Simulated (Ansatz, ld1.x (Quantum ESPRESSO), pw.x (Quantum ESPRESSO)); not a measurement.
**Pt (Z = 78) (sc): variants of one TM potential in the solid**

```
Element                 : platinum
Generator               : ld1.x (Quantum ESPRESSO) 7.5
Type                    : norm-conserving Troullier–Martins (Kleinman–Bylander form)
Functional              : PBE
Relativity              : scalar-relativistic
Frozen core             : [Xe] 4f14
Valence charge          : 10
Reference configuration : 5d9 6s1 6p0
Partial waves           : 6s (bound): rc 2.00 bohr; 6p (bound, empty): rc 2.80 bohr; 5d (bound): rc 2.10 bohr; 5f channel at -0.2 Ry: rc 2.90 bohr
Local potential         : all-electron potential smoothed inside 1.95 bohr (lloc = -2)
Core correction         : Bessel-smoothed model core inside 2.00 bohr
```

Crystal test: sc Pt in pw.x 7.5, no spin, 12³ k-points, Fermi–Dirac smearing 0.01 Ry, cutoffs set for each file from its atomic test. The reference is all-electron LAPW (Ansatz 0.2.0) with the same functional, mesh and smearing; V0 and B0 come from Birch–Murnaghan fits to the pressures at five volumes. Errors are pseudo minus all-electron; Δ is the rms difference of the E(V) curves that follow from these fits, minima aligned, over ±6 % about the mean V0. Mesh and smearing are coarse, so the numbers serve the comparison and aren't converged zero-temperature values; the lattice is a test structure that the element need not adopt.

All-electron: a0 = 2.626 Å (V0 = 18.11 Å³/atom), B0 = 184.3 GPa.

Base: The largest radius (2.90 bohr) exceeds half the bond length (2.49 bohr), so the spheres overlap, which is one possible source of error among others. The logarithmic derivative shows an extra or strongly shifted pseudo pole above the reference energy (s near 1.19 Ry).

1 further variants are left out: they gave no file fit for a test, a broken result, the same result as the base, or pressures whose basis-set error rivals the error shown.

```csv
change,cutoffs (Ry),pw.x,a0 (Å),a0 error (%),B0 error (%),Δ (meV/atom),mean pressure error (GPa)
base,70/280,converged,2.619,-0.26,-0.5,5.8,-1.40
wave 5d (bound): rc 2.10 bohr becomes 5d (bound): rc 1.84 bohr,60/240,converged,2.619,-0.27,-0.4,6.0,-1.46
wave 6s (bound): rc 2.00 bohr becomes 6s (bound): rc 2.16 bohr,60/240,converged,2.619,-0.27,-0.4,5.9,-1.44
local potential all-electron potential smoothed inside 2.78 bohr (lloc = -2),70/280,converged,2.640,+0.53,-3.2,11.6,+2.95
```

Q: Give the row for: core correction Bessel-smoothed model core inside 1.48 bohr.

A: pw.x: converged; mean pressure error (GPa): -1.41; a0 (Å): 2.619; a0 error (%): -0.26; B0 error (%): -0.6; Δ (meV/atom): 5.8.
